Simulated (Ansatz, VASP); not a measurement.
# One calculation of SrO, two programs

INCAR

```
SYSTEM = SrO
PREC = Accurate ; ENCUT = 520
EDIFF = 1E-7 ; ISMEAR = 0
SIGMA = 0.05 ; LREAL = .False.
LASPH = .True. ; NELM = 100
ALGO = Fast ; ISIF = 2
LWAVE = .False. ; LCHARG = .False.
GGA = PE ; NBANDS = 24
```

Contents of KPOINTS:

```
Automatic mesh
0
Gamma
  6 6 6
  0 0 0
```

The input POSCAR:

```
SrO
1.0
    4.2754662656      0.0000000000      0.0000000000
   -2.1377331328      3.7026623990      0.0000000000
    0.0000000000      0.0000000000      5.1555949900
Sr O
2 2
Direct
    0.3333333333      0.6666666667      0.9381277000
    0.6666666667      0.3333333333      0.4381277000
    0.3198295367      0.6396590734      0.4368723000
    0.6531628700      0.3063257401      0.9368723000
```

Input for Ansatz:

```yaml
crystal:
  lattice:
    - [4.2754662656, 0.0, 0.0]
    - [-2.1377331328, 3.702662399, 0.0]
    - [0.0, 0.0, 5.15559499]
  atoms:
    - { symbol: Sr, position: [0.3333333333, 0.6666666667, 0.9381277] }
    - { symbol: Sr, position: [0.6666666667, 0.3333333333, 0.4381277] }
    - { symbol: O, position: [0.3198295367, 0.6396590734, 0.4368723] }
    - { symbol: O, position: [0.65316287, 0.3063257401, 0.9368723] }
basis:
  ecutwfc: 420
kpoints:
  mp_grid: { grid: [6, 6, 6] }
hamiltonian:
  xc: pbe
scf:
  occupations: { method: gaussian, width: 0.05 }
output:
  forces: true
  stress: true
  eigenvalues: true
```

Change from the starting cell: all O atoms moved -0.100 Å, as atom 3 along Cartesian [0 1 0].

Alike in both runs: task single point; functional PBE; k mesh 6 × 6 × 6; occupations gaussian, width 0.05 eV; no spin polarisation.

```csv
,VASP,Ansatz
version,VASP 6.6.1,Ansatz 0.2.0
potentials or method,"VASP PAW PBE potentials, release 64 (Sr_sv, O)","scalar-relativistic, plane waves, PAW"
plane-wave cutoff (eV),520,420
valence electrons in the cell,32,32
```

```tsv
	VASP	Ansatz	Ansatz less VASP
gap on the k mesh at the Fermi level (eV)	2.64	2.66	+0.018
least direct gap on the mesh (eV)	2.64	2.66	+0.018
pressure (GPa)	1.7	1.2	-0.48
largest component of the traceless stress (GPa)	0.18	0.17	-0.013
rms of the force components (eV/Å)	0.292	0.278	-0.0141
```

Atom by atom the forces differ by 0.014 eV/Å (rms over components).

A k mesh can miss the band edges.
